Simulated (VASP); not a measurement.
The input files of a VASP run:

**POSCAR**
```
InN
1
    1.7930213370    -3.1056041281     0.0000000000
    1.7930213370     3.1056041281     0.0000000000
    0.0000000000     0.0000000000     5.7833968599
In N
2 2
Direct
  0.6596955269   0.3263615269   0.4998532939
  0.3333330000   0.6666670000   0.9998532939
  0.6666670000   0.3333330000   0.8791467061
  0.3333330000   0.6666670000   0.3791467061
```

**KPOINTS**
```
Automatic mesh
0
Gamma
 10 10 6
```

INCAR:
```
SYSTEM = InN
PREC = Accurate
ENCUT = 600
EDIFF = 1E-7
NELM = 100
ALGO = Normal
LREAL = .FALSE.
LASPH = .TRUE.
ISMEAR = 1
SIGMA = 0.1
GGA = PE
LMAXMIX = 4
LWAVE = .FALSE.
LCHARG = .FALSE.
ISIF = 2
```

POTCAR, in this order: In_d N (PBE.64 set). Program: vasp_std.

Task: Write an equivalent input for Quantum ESPRESSO's pw.x.

Result: One equivalent input (not run):
```
&CONTROL
  calculation = 'scf'
  pseudo_dir = './pseudo'
  outdir = './out'
  tprnfor = .true.
  tstress = .true.
/
&SYSTEM
  ibrav = 0
  nat = 4
  ntyp = 2
  ecutwfc = 84
  occupations = 'smearing'
  smearing = 'methfessel-paxton'
  degauss = 0.00735
  input_dft = 'pbe'
/
&ELECTRONS
  conv_thr = 7.3e-09
  electron_maxstep = 100
/
ATOMIC_SPECIES
  In 114.818 In.upf
  N 14.007 N.upf
CELL_PARAMETERS angstrom
     1.7930213   -3.1056041    0.0000000
     1.7930213    3.1056041    0.0000000
     0.0000000    0.0000000    5.7833969
ATOMIC_POSITIONS crystal
  In   0.6596955  0.3263615  0.4998533
  In   0.3333330  0.6666670  0.9998533
  N    0.6666670  0.3333330  0.8791467
  N    0.3333330  0.6666670  0.3791467
K_POINTS automatic
  10 10 6 0 0 0
```
What does not carry over: the potentials are each code's own (VASP's PAW set, PseudoDojo norm-conserving files in pw.x), so ENCUT and ecutwfc are chosen apart and not converted; conv_thr bounds pw.x's estimated SCF error, while EDIFF bounds the energy change between steps.

The compound is InN in the wurtzite structure. This cell was strained or had an atom moved on purpose.
